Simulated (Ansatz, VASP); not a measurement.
## ZnS (Wurtzite-4H): VASP beside Ansatz

The input INCAR:

```
AGGAC    = 1.0          
AGGAX    = 1.0          
ALDAC    = 0.0          
ALDAX    = 1.0          
ALGO     = Normal         # electronic algorithm
EDIFF    = 1E-7           # SCF threshold, eV
EDIFFG   = -0.01          # ionic threshold
ENCUT    = 600            # plane-wave cutoff, eV
GGA      = B5             # functional
IBRION   = 2              # ionic algorithm
ISIF     = 3              # what is computed and relaxed
ISMEAR   = -1             # smearing method
IVDW     = 12             # dispersion correction
LASPH    = T              # aspherical terms in the spheres
LCHARG   = F              # write CHGCAR
LREAL    = F              # projectors in reciprocal space
LWAVE    = F              # write WAVECAR
NELM     = 100            # most SCF steps
NSW      = 60             # ionic steps
PREC     = Accurate       # precision mode
SIGMA    = 0.05           # smearing width, eV
VDW_A1   = 0.4298       
VDW_A2   = 4.2359       
VDW_S6   = 1.0          
VDW_S8   = 2.6996
```

KPOINTS

```
k-points
0
Gamma
  8 8 3
```

Contents of POSCAR:

```
ZnS
1.0
    3.8227000000      0.0000000000      0.0000000000
   -1.9113500000      3.3105553110      0.0000000000
    0.0000000000      0.0000000000     12.5200000000
Zn S
4 4
Direct
    0.6666666667      0.3333333333      0.7500000000
    0.3333333333      0.6666666667      0.2500000000
    0.0000000000      0.0000000000      0.5000000000
    0.0000000000      0.0000000000      0.0000000000
    0.6666666667      0.3333333333      0.9375000000
    0.3333333333      0.6666666667      0.4375000000
    0.0000000000      0.0000000000      0.6875000000
    0.0000000000      0.0000000000      0.1875000000
```

Contents of input.yaml:

```yaml
crystal:
  lattice:
    - [3.8227, 0.0, 0.0]
    - [-1.91135, 3.310555311, 0.0]
    - [0.0, 0.0, 12.52]
  atoms:
    - { symbol: Zn, position: [0.6666666667, 0.3333333333, 0.75] }
    - { symbol: Zn, position: [0.3333333333, 0.6666666667, 0.25] }
    - { symbol: Zn, position: [0.0, 0.0, 0.5] }
    - { symbol: Zn, position: [0.0, 0.0, 0.0] }
    - { symbol: S, position: [0.6666666667, 0.3333333333, 0.9375] }
    - { symbol: S, position: [0.3333333333, 0.6666666667, 0.4375] }
    - { symbol: S, position: [0.0, 0.0, 0.6875] }
    - { symbol: S, position: [0.0, 0.0, 0.1875] }
hamiltonian:
  xc: blyp
  pseudopotentials: { kind: paw }
  dispersion: d3bj
kpoints:
  mp_grid: { grid: [8, 8, 3] }
scf:
  occupations: { method: fermi_dirac, width: 0.05 }
output:
  forces: true
  stress: true
relax:
  f_tol: 0.01
  max_steps: 40
  cell: { stress_tol: 0.05 }
```

Alike in both runs: task relaxation of cell and atoms; functional BLYP; dispersion D3(BJ); k mesh 8 × 8 × 3; occupations fermi-dirac, width 0.05 eV; no spin polarisation.

```csv
,VASP,Ansatz
version,VASP 6.6.1,Ansatz 0.2.0
potentials or method,"VASP PAW PBE potentials, release 64 (Zn, S)",Ansatz PAW
plane-wave cutoff (eV),600,420
valence electrons in the cell,72,72
```

VASP gave:

```
relaxed volume (Å³/atom)                                     : 19.56
relaxed cell length with the largest relative difference (Å) : 3.805
```

Task: Estimate Ansatz's values.

Result: Relaxed volume (Å³/atom): 19.53; relaxed cell length with the largest relative difference (Å): 3.803.

Caveats: the PAW data sets were made with another functional, which shifts forces and pressure a little (VASP); the plane-wave basis is chosen anew once the cell has moved, so the energies of steps on either side of that aren't comparable (Ansatz); the PAW data sets come from PBE, with cores solved anew for the run's functional, which leaves a small shift of forces and pressure (Ansatz). A k mesh can miss the band edges.
